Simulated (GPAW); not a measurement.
Crystal: Pr.

```xyz
2
Lattice="3.6690 0.0000 0.0000 -1.8345 3.1774 0.0000 0.0000 0.0000 5.9200" Properties=species:S:1:pos:R:3 pbc="T T T"
Pr    1.8345    1.0591    4.4400
Pr    0.0000    2.1183    1.4800
```

This isn't the form of Pr at room conditions, which is double hcp.

```yaml
Program: GPAW 26.7.0
Task: relaxation of cell and atoms
Functional: PBE
Dispersion: D3
Potentials_or_basis: GPAW PAW data sets (gpaw-data 1.2.1)
Cutoff: 800 eV
Basis: pw
k_mesh: 5 × 5 × 3
Occupations: fermi-dirac, width 0.05 eV
Spin: collinear spin, ferromagnetic start
Starting_moments: "[2.0, 2.0] μB"
```

At the start: pressure -3.7 GPa; volume 34.51 Å³/atom.

Task: Where does the relaxation end?

Result: Over 24 steps the energy falls by 109.2 meV/atom and the volume is 25.68 Å³/atom (-25.6 %); space group P6_3/mmc (No. 194, to 0.05 Å); moment 4.72 μB per cell.

Step by step:
| step | energy change (eV) | largest force (eV/Å) | pressure (GPa) | volume (Å³) |
| --- | --- | --- | --- | --- |
| 1 | 0.0000 | 0.0000 | -3.65 | 69.02 |
| 2 | -0.0193 | 0.0001 | -3.47 | 68.21 |
| 3 | -0.0535 | 0.0000 | -3.12 | 66.66 |
| 4 | -0.0948 | 0.0000 | -2.58 | 64.52 |
| 5 | -0.1342 | 0.0001 | -1.94 | 61.97 |
| 6 | -0.1668 | 0.0001 | -1.36 | 59.18 |
| 7 | -0.1932 | 0.0000 | -0.80 | 56.31 |
| 8 | -0.2093 | 0.0000 | -0.30 | 53.48 |
| 9 | -0.2194 | 0.0000 | 0.13 | 50.58 |
| 10 | -0.2194 | 0.0005 | 0.13 | 50.58 |
| 11 | -0.2193 | 0.0001 | 0.13 | 50.59 |
| 12 | -0.2193 | 0.0001 | 0.13 | 50.60 |
| 13 | -0.2193 | 0.0000 | 0.12 | 50.62 |
| 14 | -0.2193 | 0.0001 | 0.12 | 50.65 |
| 15 | -0.2193 | 0.0000 | 0.11 | 50.67 |
| 16 | -0.2192 | 0.0001 | 0.11 | 50.71 |
| 17 | -0.2192 | 0.0001 | 0.10 | 50.75 |
| 18 | -0.2191 | 0.0001 | 0.09 | 50.80 |
| 19 | -0.2190 | 0.0001 | 0.08 | 50.86 |
| 20 | -0.2190 | 0.0001 | 0.07 | 50.93 |
| 21 | -0.2189 | 0.0000 | 0.06 | 51.02 |
| 22 | -0.2188 | 0.0000 | 0.04 | 51.12 |
| 23 | -0.2186 | 0.0001 | 0.02 | 51.23 |
| 24 | -0.2184 | 0.0000 | 0.00 | 51.36 |

Final structure:
```xyz
2
Lattice="3.2871 0.0000 0.0000 -1.6436 2.8467 0.0000 0.0000 0.0000 5.4886" Properties=species:S:1:pos:R:3 pbc="T T T"
Pr    1.6436    0.9489    4.1164
Pr    0.0000    1.8978    1.3722
```

Caveat: the k mesh is coarse (spacing up to 0.40 Å⁻¹), so the values aren't converged; one-centre terms of the f shell are cut off; the magnetic or orbital state may not be the lowest; each step starts from the last one's moments, so a moment once lost doesn't come back; later steps reuse the first step's grids; the volume moved by over 15 % at a fixed basis, so the end points are rough; the volume moved by -26 % from the deposited cell, more than functionals usually miss; pairwise dispersion overbinds metals, which lowers pressure and volume.
